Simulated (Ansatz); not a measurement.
## GaN (h-MgO type): G0W0 against its settings

GaN (h-MgO type), relaxed with r2SCAN; one-shot G0W0 in Ansatz without spin-orbit coupling. (Calculated; spin-unpolarised; the phase may be known or hypothetical.)

Space group P6_3/mmc (No. 194). a = 3.300 Å, b = 3.300 Å, c = 4.756 Å, α = 90.00°, β = 90.00°, γ = 120.00°
```tsv
atom	site	symmetry	x	y	z
Ga	2c	-6m2	0.3333	0.6667	0.2500
N	2d	-6m2	0.6667	0.3333	0.2500
```

Gaps are read over the mesh points alone. G0W0 here is at a finite number of bands, screening cutoff and k mesh, not at the basis limit.
```csv
start,potentials,frequency model,mesh,empty bands,screening cutoff (eV),Kohn-Sham gap (eV),G0W0 gap (eV),rough cost
PBE,PAW,contour deformation,6×6×4,168,140,1.46,2.36,4 core-minutes
PBE,PAW,contour deformation,6×6×4,309,210,1.46,2.35,14 core-minutes
HSE06,PAW,contour deformation,6×6×4,168,140,2.67,2.98,7 core-minutes
LDA,PAW,contour deformation,6×6×4,168,140,1.45,2.39,4 core-minutes
r2SCAN,PAW,contour deformation,6×6×4,168,140,1.87,2.62,4 core-minutes
PBE,PAW,Godby-Needs pole,6×6×4,168,140,1.46,2.35,4 core-minutes
PBE,PAW,contour deformation,6×6×4,72,80,1.46,2.25,80 core-seconds
PBE,norm-conserving,contour deformation,6×6×4,168,140,1.46,2.40,8 core-minutes
```

G0W0 moves the gap on the mesh from 1.46 eV (PBE) to 2.35 eV (direct at Γ). Renormalisation factors Z lie between 0.75 and 0.82.

Raising bands and cutoff together moves the gap by +0.11 eV (80 to 140 eV), then -0.01 eV (140 to 210 eV); the last step is small, which bounds nothing strictly. Starting from HSE06 (2.67 eV against PBE's 1.46 eV) gives 2.98 eV, +0.62 eV from G0W0@PBE at the same screening cutoff. Starting from LDA (1.45 eV against PBE's 1.46 eV) gives 2.39 eV, +0.03 eV from G0W0@PBE at the same screening cutoff. Starting from r2SCAN (1.87 eV against PBE's 1.46 eV) gives 2.62 eV, +0.26 eV from G0W0@PBE at the same screening cutoff. The Godby-Needs plasmon pole differs from contour deformation by -0.01 eV. Norm-conserving potentials (wave cutoff 1240 eV against 420 eV) shift the quasiparticle gap by +0.04 eV and the PBE gap by 0.00 eV. r2SCAN runs take a wave cutoff of 500 eV.

With a shallow d shell on the cation, G0W0 converges slowly in bands and cutoff, so these values are in doubt.
